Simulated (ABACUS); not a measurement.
# FeO (Wuestite) (Fm-3m) in ABACUS: a series of runs

Runs on FeO (Wuestite). Level: PBE. Tasks: equation of state.

Program: ABACUS 3.10.1. These are calculated values, not measurements. Logs are shortened: lines on timing, memory, paths and dates and some standing lists are left out, and cuts for length are marked.

## Step 1: Starting point

The structure is cubic, space group Fm-3m (No. 225). Conventional cell: a = 4.311 Å, b = 4.311 Å, c = 4.311 Å, α = 90.00°, β = 90.00°, γ = 90.00°. Around Fe (site symmetry m-3m) lie 6 O at 2.16 Å. O (site symmetry m-3m) is surrounded by 6 Fe at 2.16 Å.

## Step 2: Equation of state, PBE, collinear spin, ferromagnetic start, 9.41 Å³/atom (volume scaled by 0.94)

INPUT

```
INPUT_PARAMETERS
suffix              FeO
calculation         scf
basis_type          lcao
pseudo_dir          ./
orbital_dir         ./
symmetry            1
dft_functional      pbe
ecutwfc             100
pseudo_rcut         10
nspin               2
nbands              17
ks_solver           genelpa
smearing_method     fd
smearing_sigma      0.00367493
scf_thr             1e-07
scf_nmax            100
mixing_type         broyden
mixing_beta         0.4
cal_force           1
cal_stress          1
out_mul             1
```

STRU

```
ATOMIC_SPECIES
Fe 55.8450 Fe.upf
O 15.9990 O.upf

NUMERICAL_ORBITAL
Fe_confined-atom_7au_3s2p2d1f.orb
O_confined-atom_6au_2s2p1d.orb

LATTICE_CONSTANT
1.8897261246

LATTICE_VECTORS
0.0000000000 2.1113998987 2.1113998987
2.1113998987 0.0000000000 2.1113998987
2.1113998987 2.1113998987 0.0000000000

ATOMIC_POSITIONS
Direct

Fe
0.0
1
0.0000000000 0.0000000000 0.0000000000 1 1 1 mag 3

O
0.0
1
0.5000000000 0.5000000000 0.5000000000 1 1 1 mag 0
```

KPT

```
K_POINTS
0
Gamma
11 11 11 0 0 0
```

Potentials or basis: PseudoDojo NC SR 0.4.1 PBE standard, DZP LCAO (the cutoffs set its grid).

Command:

```bash
> OMP_NUM_THREADS=1 mpirun -np 4 abacus > log
```

running log:

```text
ABACUS v3.10.1

               Atomic-orbital Based Ab-initio Computation at UStc

 ------------------------------------------------------------------------------------

 READING GENERAL INFORMATION
                           global_out_dir = OUT.FeO/
                           global_in_card = INPUT
                               pseudo_dir = ./
[... 8 lines left out ...]

 READING ATOM TYPE 1
                               atom label = Fe
                      L=0, number of zeta = 3
                      L=1, number of zeta = 2
                      L=2, number of zeta = 2
                      L=3, number of zeta = 1
             number of atom for this type = 1
               magnetization of element 1 = 3

 READING ATOM TYPE 2
                               atom label = O
                      L=0, number of zeta = 2
                      L=1, number of zeta = 2
                      L=2, number of zeta = 1
             number of atom for this type = 1
               magnetization of element 2 = 0

                        TOTAL ATOM NUMBER = 2
DIRECT COORDINATES
    atom                   x                   y                   z     mag                  vx                  vy                  vz
taud_Fe1            0.0000000000        0.0000000000        0.0000000000  3.0000        0.0000000000        0.0000000000        0.0000000000
taud_O1            0.5000000000        0.5000000000        0.5000000000  0.0000        0.0000000000        0.0000000000        0.0000000000

                          Volume (Bohr^3) = 127.039
                             Volume (A^3) = 18.8253

 Lattice vectors: (Cartesian coordinate: in unit of a_0)
                   +0             +2.1114             +2.1114
              +2.1114                  +0             +2.1114
              +2.1114             +2.1114                  +0
 Reciprocal vectors: (Cartesian coordinate: in unit of 2 pi/a_0)
             -0.23681            +0.23681            +0.23681
             +0.23681            -0.23681            +0.23681
             +0.23681            +0.23681            -0.23681
 The esolver type has been set to : ksdft_lcao

                PAO radial cut off (Bohr) = 10

 Read in pseudopotential file is Fe.upf
                     pseudopotential type = NC
          exchange-correlation functional = PBE
                 nonlocal core correction = 1
                        valence electrons = 16
                                     lmax = 2
                           number of zeta = 4
                     number of projectors = 6
                           L of projector = 0
[... 5 lines left out ...]
                PAO radial cut off (Bohr) = 10

[... 185 lines left out ...]
   longest nonlocal projector rcut (Bohr) = 1.58
                     search radius (Bohr) = 17.2
              searching radius is (Bohr)) = 17.2
         searching radius unit is (Bohr)) = 1.89
                         PeriodicBoundary = 1
                        Radius(unit:lat0) = 9.08
                                   glayer = [ 5, 5, 5 ]
                             glayer_minus = [ 4, 4, 4 ]

Find the coordinate range of the input atom(unit:lat0).
                                  min_tau = [ -16.9, -16.9, -16.9 ]
                                  max_tau = [ 19, 19, 19 ]
                                BoxNumber = [ 9, 9, 9 ]

 SETUP EXTENDED REAL SPACE GRID FOR GRID INTEGRATION
                          real space grid = [ 36, 36, 36 ]
                 big cell numbers in grid = [ 12, 12, 12 ]
             meshcell numbers in big cell = [ 3, 3, 3 ]
                        extended fft grid = [ 19, 19, 19 ]
                dimension of extened grid = [ 51, 51, 51 ]
                            UnitCellTotal = 125
              Atom number in sub-FFT-grid = 2
    Local orbitals number in sub-FFT-grid = 39
                                ParaV.nnr = 35548
                                 init_chg = atomic

 LCAO ALGORITHM --------------- ION=   1  ELEC=   1--------------------------------
          total magnetism (Bohr mag/cell) = 3.98132
       absolute magnetism (Bohr mag/cell) = 3.98132
                        nelec for spin up = 12.9907
                      nelec for spin down = 9.00934
[... 196 lines left out ...]
 Density error is 3.83282881068e-08
----------------------------------------------------------
     Energy           Rydberg                 eV
----------------------------------------------------------
 E_KohnSham     -283.7188765628      -3860.1933514123
 E_KS(sigma->0) -283.7184955249      -3860.1881671261
 E_Harris       -283.7188768508      -3860.1933553311
 E_band         -17.8627668119       -243.0354106876
 E_one_elec     -118.6503144295      -1614.3203457324
 E_Hartree      73.0513760290        993.9149607354
 E_xc           -44.1315783318       -600.4409270459
 E_Ewald        -193.9875977548      -2639.3366707970
 E_entropy(-TS) -0.0007620757        -0.0103685724
 E_descf        0.0000000000         0.0000000000
 E_exx          0.0000000000         0.0000000000
 E_Fermi        1.1711456718         15.9342543243
----------------------------------------------------------

 charge density convergence is achieved
 final etot is -3860.1933514 eV
 EFERMI = 15.934254324 eV

 STATE ENERGY(eV) AND OCCUPATIONS    NSPIN == 2
SPIN UP :
 1/56 kpoint (Cartesian) = 0.0000 0.0000 0.0000 (537 pws)
       1       -73.9210    0.000751315
       2       -40.0772    0.000751315
       3       -40.0772    0.000751315
       4       -40.0772    0.000751315
       5       -5.39495    0.000751315
       6        11.7399    0.000751315
[... 9 lines left out ...]
      16        33.4906        0.00000
[... 82 lines left out ...]
       4       -40.0860     0.00601052
       5       -4.09274     0.00601052
       6        6.61254     0.00601052
[... 9 lines left out ...]
      16        28.9115        0.00000
      17        28.9115        0.00000

[... levels at 106 further k points ...]

-------------------------------------------------
 Total Magnetism (uB)
-------------------------------------------------
                        Fe1         3.7596808941
                         O1         0.2402895603
-------------------------------------------------

 correction force for each atom along direction 1 is 1.02586e-14
 correction force for each atom along direction 2 is -2.84320e-15
 correction force for each atom along direction 3 is 8.83686e-14
------------------------------------------------------------------------------------------
 TOTAL-FORCE (eV/Angstrom)
------------------------------------------------------------------------------------------
                       Fe1         0.0000000000         0.0000000000         0.0000000000
                        O1         0.0000000000         0.0000000000         0.0000000000
------------------------------------------------------------------------------------------

----------------------------------------------------------------
 TOTAL-STRESS (KBAR)
----------------------------------------------------------------
       127.8382844057        -0.0000000000         0.0000000000
         0.0000000000       127.8382844057         0.0000000000
        -0.0000000000         0.0000000000       127.8382844057
----------------------------------------------------------------
 TOTAL-PRESSURE: 127.838284 KBAR

 --------------------------------------------
 !FINAL_ETOT_IS -3860.1933514122570159 eV
 --------------------------------------------
```

stdout:

```text
ABACUS v3.10.1

               Atomic-orbital Based Ab-initio Computation at UStc

%%%%%%%%%%%%%%%%%%%%%%%%%%%%%%%%%%%%%%%%%%%%%%%%%%%%%%%%%%%%%%%%%%%%%%%%%%%%%%%%%%%%%%%%%%%%%%%%%%%%%%%%%
 Warning: the number of valence electrons in pseudopotential > 8 for Fe: [Ar] 3d6 4s2
[... 40 lines left out ...]
 TOTAL-STRESS (KBAR)
----------------------------------------------------------------
       127.8382844057        -0.0000000000         0.0000000000
         0.0000000000       127.8382844057         0.0000000000
        -0.0000000000         0.0000000000       127.8382844057
----------------------------------------------------------------
 TOTAL-PRESSURE: 127.838284 KBAR
```

mulliken.txt:

```text
 0
CALCULATE THE MULLIkEN ANALYSIS FOR EACH ATOM
 Total charge of spin 1:	13
 Total charge of spin 2:	9
 Total charge:	22
Decomposed Mulliken populations
[... 65 lines left out ...]
dxy                                    0              0.0124              0.0188              0.0312             -0.0064
SUM OVER M                                            0.0358              0.0322              0.0681              0.0036
SUM OVER M+Zeta                                       0.0358              0.0322              0.0681              0.0036

SUM OVER M+Zeta+L                                     3.3554              3.1151              6.4706              0.2403

Total Charge on atom:                  O              6.4706
Total Magnetism on atom:               O              0.2403
```

It took 13 s on 4 MPI ranks of AMD EPYC 7B13 (Zen 3), shared host; peak memory 0.44 GiB.

Results:

```yaml
Free_energy: -3860.1934 eV
Pressure: 12.8 GPa
Band_gap_on_the_k_mesh: none (metal or under the smearing width)
Net_moment: 4.00 μB per cell
Absolute_moment: 4.01 μB per cell
Site_moments: Fe +3.76; O +0.24 μB
Mulliken_charges: Fe +0.47; O -0.47 e
```

Caveat: the atomic orbitals were generated for these runs and aren't a published set; Mulliken charges move with the basis; the basis of atomic orbitals isn't converged, which shifts pressures, moduli and gaps; a cell with one magnetic atom can't hold antiferromagnetic order, which such compounds often take; semilocal functionals often make such compounds metallic where correlation or magnetic order opens a gap, which also shifts bond lengths.

## Step 3: Equation of state, PBE, collinear spin, ferromagnetic start, 9.61 Å³/atom (volume scaled by 0.96)

INPUT is that of step 2.

Changes to STRU since step 2:

```diff
@@ -12,5 +12,5 @@
 LATTICE_VECTORS
-0.0000000000 2.1113998987 2.1113998987
-2.1113998987 0.0000000000 2.1113998987
-2.1113998987 2.1113998987 0.0000000000
+0.0000000000 2.1262694020 2.1262694020
+2.1262694020 0.0000000000 2.1262694020
+2.1262694020 2.1262694020 0.0000000000
```

KPT is that of step 2.

Potentials or basis: PseudoDojo NC SR 0.4.1 PBE standard, DZP LCAO (the cutoffs set its grid).

Command:

```bash
> OMP_NUM_THREADS=1 mpirun -np 4 abacus > log
```

Run time: 16 s. Hardware: 4 MPI ranks of AMD EPYC 7B13 (Zen 3), shared host; peak memory 0.48 GiB.

Results (log left out):

- Free energy: -3860.2192 eV
- Pressure: 7.9 GPa
- Band gap on the k mesh: none (metal or under the smearing width)
- Net moment: 4.00 μB per cell
- Absolute moment: 4.01 μB per cell
- Site moments: Fe +3.76; O +0.24 μB
- Mulliken charges: Fe +0.49; O -0.49 e

Caveat: the atomic orbitals were generated for these runs and aren't a published set; Mulliken charges move with the basis; the basis of atomic orbitals isn't converged, which shifts pressures, moduli and gaps; a cell with one magnetic atom can't hold antiferromagnetic order, which such compounds often take; semilocal functionals often make such compounds metallic where correlation or magnetic order opens a gap, which also shifts bond lengths.

## Step 4: Equation of state, PBE, collinear spin, ferromagnetic start, 9.81 Å³/atom (volume scaled by 0.98)

INPUT is that of step 3.

Changes to STRU since step 3:

```diff
@@ -12,5 +12,5 @@
 LATTICE_VECTORS
-0.0000000000 2.1262694020 2.1262694020
-2.1262694020 0.0000000000 2.1262694020
-2.1262694020 2.1262694020 0.0000000000
+0.0000000000 2.1409337923 2.1409337923
+2.1409337923 0.0000000000 2.1409337923
+2.1409337923 2.1409337923 0.0000000000
```

KPT is that of step 3.

Command:

```bash
> OMP_NUM_THREADS=1 mpirun -np 4 abacus > log
```

Run time: 15 s. Hardware: 4 MPI ranks of AMD EPYC 7B13 (Zen 3), shared host; peak memory 0.48 GiB.

Results (log left out):

| Property | Result |
| --- | --- |
| Free energy | -3860.2334 eV |
| Pressure | 3.6 GPa |
| Band gap on the k mesh | none (metal or under the smearing width) |
| Net moment | 4.00 μB per cell |
| Absolute moment | 4.01 μB per cell |
| Site moments | Fe +3.76; O +0.24 μB |
| Mulliken charges | Fe +0.50; O -0.50 e |

Caveat: the atomic orbitals were generated for these runs and aren't a published set; Mulliken charges move with the basis; the basis of atomic orbitals isn't converged, which shifts pressures, moduli and gaps; a cell with one magnetic atom can't hold antiferromagnetic order, which such compounds often take; semilocal functionals often make such compounds metallic where correlation or magnetic order opens a gap, which also shifts bond lengths.

## Step 5: Equation of state, PBE, collinear spin, ferromagnetic start, 10.01 Å³/atom

INPUT is that of step 4.

Changes to STRU since step 4:

```diff
@@ -12,5 +12,5 @@
 LATTICE_VECTORS
-0.0000000000 2.1409337923 2.1409337923
-2.1409337923 0.0000000000 2.1409337923
-2.1409337923 2.1409337923 0.0000000000
+0.0000000000 2.1554000000 2.1554000000
+2.1554000000 0.0000000000 2.1554000000
+2.1554000000 2.1554000000 0.0000000000
```

KPT is that of step 4.

Command:

```bash
> OMP_NUM_THREADS=1 mpirun -np 4 abacus > log
```

Wall time 15 s (4 MPI ranks of AMD EPYC 7B13 (Zen 3), shared host); peak memory 0.44 GiB.

Results (log left out):

```
Free energy            : -3860.2372 eV
Pressure               : -0.3 GPa
Band gap on the k mesh : none (metal or under the smearing width)
Net moment             : 4.00 μB per cell
Absolute moment        : 4.01 μB per cell
Site moments           : Fe +3.76; O +0.24 μB
Mulliken charges       : Fe +0.52; O -0.52 e
```

Caveat: the atomic orbitals were generated for these runs and aren't a published set; Mulliken charges move with the basis; the basis of atomic orbitals isn't converged, which shifts pressures, moduli and gaps; a cell with one magnetic atom can't hold antiferromagnetic order, which such compounds often take; semilocal functionals often make such compounds metallic where correlation or magnetic order opens a gap, which also shifts bond lengths.

## Step 6: Equation of state, PBE, collinear spin, ferromagnetic start, 10.21 Å³/atom (volume scaled by 1.02)

INPUT is that of step 5.

Changes to STRU since step 5:

```diff
@@ -12,5 +12,5 @@
 LATTICE_VECTORS
-0.0000000000 2.1554000000 2.1554000000
-2.1554000000 0.0000000000 2.1554000000
-2.1554000000 2.1554000000 0.0000000000
+0.0000000000 2.1696745882 2.1696745882
+2.1696745882 0.0000000000 2.1696745882
+2.1696745882 2.1696745882 0.0000000000
```

KPT is that of step 5.

Potentials or basis: PseudoDojo NC SR 0.4.1 PBE standard, DZP LCAO (the cutoffs set its grid).

Command:

```bash
> OMP_NUM_THREADS=1 mpirun -np 4 abacus > log
```

Run time: 15 s. Hardware: 4 MPI ranks of AMD EPYC 7B13 (Zen 3), shared host; peak memory 0.48 GiB.

The run converged. Its results:

| Item | Value |
| --- | --- |
| Free energy | -3860.2322 eV |
| Pressure | -3.8 GPa |
| Band gap on the k mesh | none (metal or under the smearing width) |
| Net moment | 4.00 μB per cell |
| Absolute moment | 4.01 μB per cell |
| Site moments | Fe +3.76; O +0.24 μB |
| Mulliken charges | Fe +0.53; O -0.53 e |

Caveat: the atomic orbitals were generated for these runs and aren't a published set; Mulliken charges move with the basis; the basis of atomic orbitals isn't converged, which shifts pressures, moduli and gaps; a cell with one magnetic atom can't hold antiferromagnetic order, which such compounds often take; semilocal functionals often make such compounds metallic where correlation or magnetic order opens a gap, which also shifts bond lengths.

## Step 7: Equation of state, PBE, collinear spin, ferromagnetic start, 10.41 Å³/atom (volume scaled by 1.04)

INPUT is that of step 6.

Changes to STRU since step 6:

```diff
@@ -12,5 +12,5 @@
 LATTICE_VECTORS
-0.0000000000 2.1696745882 2.1696745882
-2.1696745882 0.0000000000 2.1696745882
-2.1696745882 2.1696745882 0.0000000000
+0.0000000000 2.1837637790 2.1837637790
+2.1837637790 0.0000000000 2.1837637790
+2.1837637790 2.1837637790 0.0000000000
```

KPT is that of step 6.

Command:

```bash
> OMP_NUM_THREADS=1 mpirun -np 4 abacus > log
```

Run time: 14 s. Hardware: 4 MPI ranks of AMD EPYC 7B13 (Zen 3), shared host; peak memory 0.48 GiB.

It converged, with:

```
Free energy            : -3860.2186 eV
Pressure               : -6.9 GPa
Band gap on the k mesh : none (metal or under the smearing width)
Net moment             : 4.00 μB per cell
Absolute moment        : 4.02 μB per cell
Site moments           : Fe +3.76; O +0.24 μB
Mulliken charges       : Fe +0.55; O -0.55 e
```

Caveat: the atomic orbitals were generated for these runs and aren't a published set; Mulliken charges move with the basis; the basis of atomic orbitals isn't converged, which shifts pressures, moduli and gaps; a cell with one magnetic atom can't hold antiferromagnetic order, which such compounds often take; semilocal functionals often make such compounds metallic where correlation or magnetic order opens a gap, which also shifts bond lengths.

## Step 8: Equation of state, PBE, collinear spin, ferromagnetic start, 10.61 Å³/atom (volume scaled by 1.06)

INPUT is that of step 7.

Changes to STRU since step 7:

```diff
@@ -12,5 +12,5 @@
 LATTICE_VECTORS
-0.0000000000 2.1837637790 2.1837637790
-2.1837637790 0.0000000000 2.1837637790
-2.1837637790 2.1837637790 0.0000000000
+0.0000000000 2.1976734774 2.1976734774
+2.1976734774 0.0000000000 2.1976734774
+2.1976734774 2.1976734774 0.0000000000
```

KPT is that of step 7.

Command:

```bash
> OMP_NUM_THREADS=1 mpirun -np 4 abacus > log
```

It took 14 s on 4 MPI ranks of AMD EPYC 7B13 (Zen 3), shared host; peak memory 0.44 GiB.

It converged, with:

| Quantity | Value |
| --- | --- |
| Free energy | -3860.1979 eV |
| Pressure | -9.7 GPa |
| Band gap on the k mesh | none (metal or under the smearing width) |
| Net moment | 4.00 μB per cell |
| Absolute moment | 4.02 μB per cell |
| Site moments | Fe +3.77; O +0.24 μB |
| Mulliken charges | Fe +0.56; O -0.56 e |

Caveat: the atomic orbitals were generated for these runs and aren't a published set; Mulliken charges move with the basis; the basis of atomic orbitals isn't converged, which shifts pressures, moduli and gaps; a cell with one magnetic atom can't hold antiferromagnetic order, which such compounds often take; semilocal functionals often make such compounds metallic where correlation or magnetic order opens a gap, which also shifts bond lengths.

## Step 9: Equation of state, PBE, collinear spin, ferromagnetic start

Potentials or basis: PseudoDojo NC SR 0.4.1 PBE standard, DZP LCAO (the cutoffs set its grid).

This step only gathers the single runs of the series.

Results:

```
Equilibrium volume                      : 10.00 Å³/atom
Bulk modulus                            : 185 GPa
Pressure derivative of the bulk modulus : 4.7
```

Energy against volume, from the lowest point:
| volume (Å³/atom) | energy (meV/atom) |
| --- | --- |
| 9.413 | 21.92 |
| 9.613 | 8.98 |
| 9.813 | 1.89 |
| 10.013 | 0.00 |
| 10.214 | 2.49 |
| 10.414 | 9.31 |
| 10.614 | 19.66 |

Caveat: the atomic orbitals were generated for these runs and aren't a published set; the basis of atomic orbitals isn't converged, which shifts pressures, moduli and gaps.
